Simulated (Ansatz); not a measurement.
**Quadrupolar parameters in Hf3N4**

The cell is a Materials Project structure (computed, not necessarily an observed phase).

Space group I-43d (No. 220); a = 6.7151 Å.

```csv
site,Wyckoff,site symmetry,x,y,z
Hf,12b,-4..,0.7500,0.3750,0.5000
N,16c,.3.,0.0668,0.5668,0.9332
```

One atom of each set is listed; the run and its k-mesh use a cell of 14 atoms with edges of 5.82, 5.82, 5.82 Å.

All values are calculated (Ansatz; DFT, r2SCAN, plane waves and PAW, scalar-relativistic, 500 eV cutoff, Γ-centred 6×6×6 k-points, Fermi–Dirac smearing 0.02 eV), not measured.

V_zz is the principal component of the electric field gradient with the largest magnitude, η = (V_xx − V_yy)/V_zz and C_Q = eQV_zz/h.

¹⁷⁹Hf: I = 9/2, Q = 3793 mb; ¹⁴N: I = 1, Q = 20.44 mb. Nuclear quadrupole moments: year-2017 set (Pyykkö).

```json
{"site": "Hf", "atoms": "6", "first shell": "8 N at 2.21–2.45 Å", "V_zz (10²¹ V/m²)": "28.3", "η": "0.00", "C_Q (MHz)": "2591"}
{"site": "N", "atoms": "8", "first shell": "6 Hf at 2.21–2.45 Å", "V_zz (10²¹ V/m²)": "0.86", "η": "0.00", "C_Q (MHz)": "0.427"}
```

An axis of threefold or higher order runs through Hf and N, so V_zz lies along it and η is zero.

Without spin–orbit coupling the gradients at and beside Hf can be off by some per cent, at some sites by more.

Hardware: 1 thread of Arm Neoverse V2 (aarch64; 8 cores open to the job, memory cap 2.5 GiB, no GPU), a shared host with a load of 0.5 a core. Wall time 76 s, CPU time 76 s, peak memory 0.83 GiB.
